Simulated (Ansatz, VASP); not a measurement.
# Two plane-wave programs on PtSe

The input INCAR:

```
SYSTEM = PtSe
PREC = Accurate
ENCUT = 520
EDIFF = 1E-7
ISMEAR = -1
SIGMA = 0.05
LREAL = .FALSE.
LASPH = .TRUE.
NELM = 80
ALGO = Normal
ISIF = 2
LWAVE = .FALSE.
LCHARG = .FALSE.
GGA = PE
NBANDS = 15
```

The input KPOINTS:

```
regular mesh
0
G
  8 8 8
  0 0 0
```

The input POSCAR:

```
PtSe
1.0
    0.0000000000      2.9963956135      2.9963956135
    2.9963956135      0.0000000000      2.9963956135
    2.9963956135      2.9963956135      0.0000000000
Pt Se
1 1
Direct
    0.0000000000      0.0000000000      0.0000000000
    0.2500000000      0.2500000000      0.2500000000
```

File input.yaml:

```yaml
crystal:
  lattice:
    - [0.0, 2.9963956135, 2.9963956135]
    - [2.9963956135, 0.0, 2.9963956135]
    - [2.9963956135, 2.9963956135, 0.0]
  atoms:
    - { symbol: Pt, position: [0.0, 0.0, 0.0] }
    - { symbol: Se, position: [0.25, 0.25, 0.25] }
hamiltonian:
  xc: pbe
  pseudopotentials: { kind: paw }
kpoints:
  mp_grid: { grid: [8, 8, 8] }
scf:
  occupations: { method: fermi_dirac, width: 0.05 }
output:
  forces: true
  stress: true
  eigenvalues: true
  write_density: true
  write_potential: true
  elf: true
  volumetric_format: npy
```

Change from the starting cell: volume scaled by 0.96.

Alike in both runs: task single point; functional PBE; k mesh 8 × 8 × 8; occupations fermi-dirac, width 0.05 eV; no spin polarisation.

```csv
,VASP,Ansatz
version,VASP 6.6.1,Ansatz 0.2.0
potentials or method,"VASP PAW PBE potentials, release 64 (Pt, Se)",Ansatz PAW
plane-wave cutoff (eV),520,420
valence electrons in the cell,16,34
```

```tsv
	VASP	Ansatz	Ansatz less VASP
gap on the k mesh at the Fermi level (eV)	none	none	-
pressure (GPa)	-9.7	-9.7	+0.03
```

A gap of «none» marks a metal or a gap that the smearing closes. The two sets of potentials don't hold the same shells in valence.

Spin-orbit coupling is left out, which matters for the levels of Pt.
